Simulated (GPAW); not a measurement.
# C (P6_3/mmc) in GPAW: single point with TB-mBJ

Aim: the single point of C with TB-mBJ.

The COD entry that gives the cell may itself be a prediction, so a difference from it is no test against experiment.

Program: GPAW 26.7.0. These are calculated values, not measurements. Logs are shortened: lines on timing, memory, paths and dates and some standing lists are left out, and cuts for length are marked. The log counts tension as positive stress, the text compression.

### 1 The structure

Symmetry: P6_3/mmc, No. 194, hexagonal system. Conventional cell: a = 2.522 Å, b = 2.522 Å, c = 12.356 Å, α = 90.00°, β = 90.00°, γ = 120.00°. C (site symmetry 3m) has 4 C at 1.54 Å as nearest neighbours. C (site symmetry 3m) is surrounded by 4 C at 1.54 Å. C (site symmetry 3m) is surrounded by 4 C at 1.54 Å.

This is a hexagonal form of diamond, not graphite.

### 2 Single point, TB-mBJ

run.py

```python
from ase import Atoms
from ase.dft.bandgap import bandgap
from ase.io import write
from gpaw import GPAW, PW

atoms = Atoms(['C', 'C', 'C', 'C', 'C', 'C', 'C', 'C', 'C', 'C', 'C', 'C'],
              cell=[[2.5221, 0.0, 0.0],
                    [-1.26105, 2.1842026709, 0.0],
                    [0.0, 0.0, 12.3557]],
              scaled_positions=[[0.6666666667, 0.3333333333, 0.35417],
                                [0.3333333333, 0.6666666667, 0.85417],
                                [0.6666666667, 0.3333333333, 0.14583],
                                [0.3333333333, 0.6666666667, 0.64583],
                                [0.6666666667, 0.3333333333, 0.47917],
                                [0.3333333333, 0.6666666667, 0.97917],
                                [0.6666666667, 0.3333333333, 0.02083],
                                [0.3333333333, 0.6666666667, 0.52083],
                                [0.0, 0.0, 0.8125],
                                [0.0, 0.0, 0.3125],
                                [0.0, 0.0, 0.6875],
                                [0.0, 0.0, 0.1875]],
              pbc=True)

calc = GPAW(mode=PW(800),
            xc='TB09',
            kpts={'size': (8, 8, 2), 'gamma': True},
            occupations={'name': 'fermi-dirac', 'width': 0.05},
            nbands=46,
            convergence={'density': 1e-05, 'energy': 1e-05},
            eigensolver='cg',
            maxiter=150,
            txt='gpaw.txt')
atoms.calc = calc
energy = atoms.get_potential_energy()
calc.write('gs.gpw')
write('result.traj', atoms)
print('Fermi level:', round(calc.get_fermi_level(), 4), 'eV')
print(f'Gap: {bandgap(calc)[0]:.4f} eV, direct: {bandgap(calc, direct=True)[0]:.4f} eV')
```

Potentials or basis: GPAW PAW data sets for LDA (gpaw-data 1.2.1), pw.

Started as:

```console
> OMP_NUM_THREADS=1 python run.py
```

gpaw.txt:

```text
___ ___ ___ _ _ _
 |   |   |_  | | | |
 | | | | | . | | | |
 |__ |  _|___|_____|  26.7.0
 |___|_|

Input parameters:
  convergence: {density: 1e-05,
                energy: 1e-05}
  eigensolver: cg
  kpts: {gamma: True,
         size: (8, 8, 2)}
  maxiter: 150
  mode: {ecut: 800.0,
         name: pw}
  nbands: 46
  occupations: {name: fermi-dirac,
                width: 0.05}
  xc: TB09

System changes: positions, numbers, cell, pbc, initial_charges, initial_magmoms

Initialize ...

species:
  C:
    name:    Carbon
    Z:       6.0
    valence: 4
    core:    2
    charge:  0.0  # [|e|]
    compensation charges:
      type: gauss
      rc: 0.20  # [Å]
      lmax: 2
    cutoffs:
      filter: 1.14  # [Å]
      core: 1.14  # [Å]
    projectors
    | kind |    occ | energy [eV] | rcut [Å] |
    |------|--------|-------------|----------|
    |   2s |  2.000 |     -13.639 |    0.635 |
    |   2p |  2.000 |      -5.414 |    0.635 |
    |    s |        |      13.573 |    0.635 |
    |    p |        |      21.797 |    0.635 |
    |    d |        |       0.000 |    0.635 |

    Using partial waves for C as LCAO basis

Reference energy: -12225.630454  # eV

Spin-paired calculation

Convergence criteria:
 Maximum [total energy] change in last 3 cyles: 1e-05 eV / valence electron
 Maximum integral of absolute [dens]ity change: 1e-05 electrons / valence electron
 Maximum integral of absolute [eigenst]ate change: 4e-08 eV^2 / valence electron
 Maximum number of scf [iter]ations: 150
 (Square brackets indicate name in SCF output, whereas a 'c' in
 the SCF output indicates the quantity has converged.)

Symmetries present (total): 12

  ( 1  1  0)  ( 1  1  0)  ( 1  0  0)  ( 1  0  0)  ( 0  1  0)  ( 0  1  0)
  ( 0 -1  0)  (-1  0  0)  ( 0  1  0)  (-1 -1  0)  ( 1  0  0)  (-1 -1  0)
  ( 0  0  1)  ( 0  0 -1)  ( 0  0  1)  ( 0  0 -1)  ( 0  0 -1)  ( 0  0  1)

  ( 0 -1  0)  ( 0 -1  0)  (-1  0  0)  (-1  0  0)  (-1 -1  0)  (-1 -1  0)
  ( 1  1  0)  (-1  0  0)  ( 1  1  0)  ( 0 -1  0)  ( 1  0  0)  ( 0  1  0)
  ( 0  0 -1)  ( 0  0  1)  ( 0  0  1)  ( 0  0 -1)  ( 0  0  1)  ( 0  0 -1)

128 k-points: 8 x 8 x 2 Monkhorst-Pack grid + [1/16,1/16,1/4]
20 k-points in the irreducible part of the Brillouin zone
       k-points in crystal coordinates                weights
   0:     0.00000000    0.00000000    0.00000000          1/128
   1:     0.00000000    0.00000000    0.50000000          1/128
   2:     0.12500000    0.00000000    0.00000000          6/128
   3:     0.12500000    0.00000000    0.50000000          6/128
   4:     0.25000000   -0.12500000    0.00000000          6/128
   5:     0.25000000   -0.12500000    0.50000000          6/128
   6:     0.25000000    0.00000000    0.00000000          6/128
   7:     0.25000000    0.00000000    0.50000000          6/128
   8:     0.37500000   -0.12500000    0.00000000         12/128
   9:     0.37500000   -0.12500000    0.50000000         12/128
          ...
  19:     0.50000000    0.50000000    0.50000000          3/128

Wave functions: Plane wave expansion
  Cutoff energy: 800.000 eV
  Number of coefficients (min, max): 3471, 3522
  Pulay-stress correction: 0.000000 eV/Ang^3 (de/decut=0.000000)
  Using FFTW library
  ScaLapack parameters: grid=1x1, blocksize=None
  Wavefunction extrapolation:
    Improved wavefunction reuse through dual PAW basis

Occupation numbers: Fermi-Dirac:
  width: 0.0500  # eV

Eigensolver
   CG(niter=4, rtol=3.0e-01)

Densities:
  Coarse grid: 18*18*81 grid
  Fine grid: 36*36*162 grid
  Total Charge: 0.000000

Density mixing:
  Method: separate
  Backend: msr1
  Linear mixing parameter: 0.05
  old densities: 10
  Width of damping distribution: 1.1
  Damping of long wavelength oscillations: 20

Hamiltonian:
  XC and Coulomb potentials evaluated on a 36*36*162 grid
  Using the TB09 Exchange-Correlation functional
  External potential:
    NoExternalPotential

XC parameters: TB09 with 2 nearest neighbor stencil

Number of atoms: 12
Number of atomic orbitals: 48
Number of bands in calculation: 46
Number of valence electrons: 48
Bands to converge: occupied

... initialized

Initializing position-dependent things.

Density initialized from atomic densities
Creating initial wave functions:
  46 bands from LCAO basis set

        C

        C

       C
        C
       C
        C
           C

           C
       C

       C   C

           C

Atomic positions and initial magnetic moments

Positions:
   0 C      1.261050    0.728068    4.376018    ( 0.0000,  0.0000,  0.0000)
   1 C     -0.000000    1.456135   10.553868    ( 0.0000,  0.0000,  0.0000)
   2 C      1.261050    0.728068    1.801832    ( 0.0000,  0.0000,  0.0000)
   3 C     -0.000000    1.456135    7.979682    ( 0.0000,  0.0000,  0.0000)
   4 C      1.261050    0.728068    5.920481    ( 0.0000,  0.0000,  0.0000)
   5 C     -0.000000    1.456135   12.098331    ( 0.0000,  0.0000,  0.0000)
   6 C      1.261050    0.728068    0.257369    ( 0.0000,  0.0000,  0.0000)
   7 C     -0.000000    1.456135    6.435219    ( 0.0000,  0.0000,  0.0000)
   8 C      0.000000    0.000000   10.039006    ( 0.0000,  0.0000,  0.0000)
   9 C      0.000000    0.000000    3.861156    ( 0.0000,  0.0000,  0.0000)
  10 C      0.000000    0.000000    8.494544    ( 0.0000,  0.0000,  0.0000)
  11 C      0.000000    0.000000    2.316694    ( 0.0000,  0.0000,  0.0000)

Unit cell:
           periodic     x           y           z      points  spacing
  1. axis:    yes    2.522100    0.000000    0.000000    18     0.1213
  2. axis:    yes   -1.261050    2.184203    0.000000    18     0.1213
  3. axis:    yes    0.000000    0.000000   12.355700    81     0.1525

  Lengths:   2.522100   2.522100  12.355700
  Angles:   90.000000  90.000000 120.000000

Effective grid spacing dv^(1/3) = 0.1374

iter:   1  1540.585885
iter:   2  1529.103317   +0.65  -0.87
iter:   3  1529.377130   -0.19  -0.82
iter:   4  1533.656857   -0.60  -0.81
iter:   5  1541.603088   -0.72  -0.91
iter:   6  1556.848249   -0.82  -1.07
iter:   7  1551.282115   -0.13  -1.50
iter:   8  1551.383849   -1.10  -1.73
iter:   9  1551.536222   -2.05  -1.74
iter:  10  1552.204120   -2.50  -1.76
iter:  11  1553.708976   -2.10  -1.87
iter:  12  1554.710335   -2.22  -2.19
iter:  13  1555.156312   -2.35  -2.65
iter:  14  1555.082762   -3.40  -3.48
iter:  15  1555.140544   -4.10  -3.39
iter:  16  1555.174561   -4.66  -3.58
iter:  17  1555.176836   -4.97  -4.01
iter:  18  1555.197407   -5.49  -4.05
iter:  19  1555.192201   -5.47  -4.63
iter:  20  1555.200696   -6.07  -4.55
iter:  21  1555.196518   -6.55  -4.92
iter:  22  1555.199192   -6.90  -4.88
iter:  23  1555.198537   -7.47c -5.28c
iter:  24  1555.198922   -8.32c -5.52c
iter:  25  1555.198343   -8.66c -5.55c
iter:  26  1555.198354   -8.70c -5.93c
iter:  27  1555.198331c  -9.56c -6.32c

Converged after 27 iterations.

Dipole moment: (-0.000000, -0.000000, 0.000000) |e|*Ang

Energy contributions relative to reference atoms: (reference = -12225.630454)

Kinetic:        +43.139399
Potential:      -32.220700
External:        +0.000000
XC:            +1544.394513
Entropy (-ST):   -0.000000
Local:           -0.114882
SIC:             +0.000000
--------------------------
Free energy:   +1555.198331
Extrapolated:  +1555.198331

Showing only first 2 kpts
 Kpt  Band  Eigenvalues  Occupancy
  0    22     11.87320    2.00000
  0    23     11.87320    2.00000
  0    24     18.19779    0.00000
  0    25     18.19779    0.00000

  1    22     11.56915    2.00000
  1    23     11.56915    2.00000
  1    24     18.58081    0.00000
  1    25     18.58081    0.00000

Fermi level: 13.08556

Gap: 5.151 eV
Transition (v -> c):
  (s=0, k=0, n=23, [0.00, 0.00, 0.00]) -> (s=0, k=10, n=24, [0.38, 0.00, 0.00])
Direct/indirect transitions are different
Direct gap: 6.325 eV
Transition at: (s=0, k=0, n=23, [0.00, 0.00, 0.00])
Writing to gs.gpw (mode='')
```

It took 3.9 min on 1 thread of Arm Neoverse V2, shared host; peak memory 0.31 GiB.

Results:

```
Band gap on the k mesh : 5.15 eV, indirect (least direct gap 6.32 eV)
```

Levels at points of the mesh, in eV from the valence-band top:
| k point | band 21 | band 22 | band 23 | band 24 | band 25 | band 26 | band 27 | band 28 |
| --- | --- | --- | --- | --- | --- | --- | --- | --- |
| (0.00, 0.00, 0.00) | -0.92 | -0.15 | 0.00 | 0.00 | 6.32 | 6.32 | 6.72 | 7.38 |
| (0.00, 0.00, 0.50) | -0.30 | -0.30 | -0.30 | -0.30 | 6.71 | 6.71 | 6.71 | 6.71 |
| (0.50, 0.50, 0.00) | -3.94 | -3.93 | -3.50 | -2.80 | 5.34 | 5.95 | 6.11 | 6.44 |
| (0.50, 0.50, 0.50) | -3.66 | -3.66 | -3.14 | -3.14 | 5.52 | 5.52 | 6.70 | 6.70 |

Caveat: a model potential gives levels but no total energy.
